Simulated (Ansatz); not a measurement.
Born–Oppenheimer molecular dynamics of a periodic cell of 16 atoms, WC (start crystal WC, start structure P-6m2, volume 1.15 times the crystal's). It starts from a structure without forces on its atoms.

Theory: DFT PBE-D3(BJ), scalar-relativistic, plane waves, PAW in Ansatz. Settings: accuracy low, PAW set soft_1, cutoff 420 eV, k mesh 2x3x2, fermi-dirac smearing 0.17 eV, no spin polarisation.

```json
{"ensemble": "NVT, Langevin thermostat", "time step": "1 fs", "steps asked": "250", "set temperature": "2000 K", "friction": "0.02 /fs", "seed": "190663"}
```

First frame:

```xyz
16
Lattice="-3.0325 -5.2525 0.0000 4.5488 -2.6263 0.0000 0.0000 0.0000 5.9285" Properties=species:S:1:pos:R:3
W 0.000 -5.253 0.000
C 1.516 -4.377 1.482
W 0.000 -5.253 2.964
C 1.516 -4.377 4.446
W -1.516 -2.626 0.000
C 0.000 -1.751 1.482
W -1.516 -2.626 2.964
C 0.000 -1.751 4.446
W 1.516 -2.626 0.000
C 3.033 -1.751 1.482
W 1.516 -2.626 2.964
C 3.033 -1.751 4.446
W 0.000 0.000 0.000
C -1.516 -4.377 1.482
W 0.000 0.000 2.964
C -1.516 -4.377 4.446
```

Q: What does the run give?

A: The run went to its last step.

```
steps done                                               : 250
time covered                                             : 250 fs
mean temperature over the second half                    : 2192 K
spread of the potential energy over the second half      : 28.3 meV per atom
mean potential energy of the second half above the start : 272.9 meV per atom
```

A run of 0.25 ps of so small a system gives no equilibrium averages. Limits of this set-up: coarse k mesh, low accuracy level.

Q: What happens to the structure?

A: Mean squared displacements from the first frame to the last, about the centre of mass: W 0.03 Å², C 0.04 Å². The details hang on the random start.

Q: How do temperature and energy run in time?

A: 
```json
{"time (fs)": "0", "T (K)": "1875", "potential energy less start (eV)": "0.000"}
{"time (fs)": "12", "T (K)": "1002", "potential energy less start (eV)": "1.553"}
{"time (fs)": "24", "T (K)": "1079", "potential energy less start (eV)": "1.891"}
{"time (fs)": "36", "T (K)": "1293", "potential energy less start (eV)": "2.063"}
{"time (fs)": "48", "T (K)": "1156", "potential energy less start (eV)": "3.015"}
{"time (fs)": "60", "T (K)": "1655", "potential energy less start (eV)": "3.342"}
{"time (fs)": "72", "T (K)": "1319", "potential energy less start (eV)": "3.956"}
{"time (fs)": "84", "T (K)": "1477", "potential energy less start (eV)": "3.901"}
{"time (fs)": "96", "T (K)": "1680", "potential energy less start (eV)": "3.037"}
{"time (fs)": "108", "T (K)": "1224", "potential energy less start (eV)": "3.676"}
{"time (fs)": "120", "T (K)": "1861", "potential energy less start (eV)": "3.911"}
{"time (fs)": "132", "T (K)": "1852", "potential energy less start (eV)": "4.178"}
{"time (fs)": "144", "T (K)": "2181", "potential energy less start (eV)": "3.706"}
{"time (fs)": "156", "T (K)": "2317", "potential energy less start (eV)": "3.989"}
{"time (fs)": "168", "T (K)": "1701", "potential energy less start (eV)": "4.267"}
{"time (fs)": "180", "T (K)": "2200", "potential energy less start (eV)": "4.499"}
{"time (fs)": "192", "T (K)": "2178", "potential energy less start (eV)": "4.597"}
{"time (fs)": "204", "T (K)": "2290", "potential energy less start (eV)": "4.409"}
{"time (fs)": "216", "T (K)": "2353", "potential energy less start (eV)": "4.393"}
{"time (fs)": "228", "T (K)": "2678", "potential energy less start (eV)": "4.852"}
{"time (fs)": "240", "T (K)": "1983", "potential energy less start (eV)": "5.152"}
```

Time of the run: 22 min on 2 threads of Arm Neoverse V1 (shared host), peak memory 0.69 GiB.
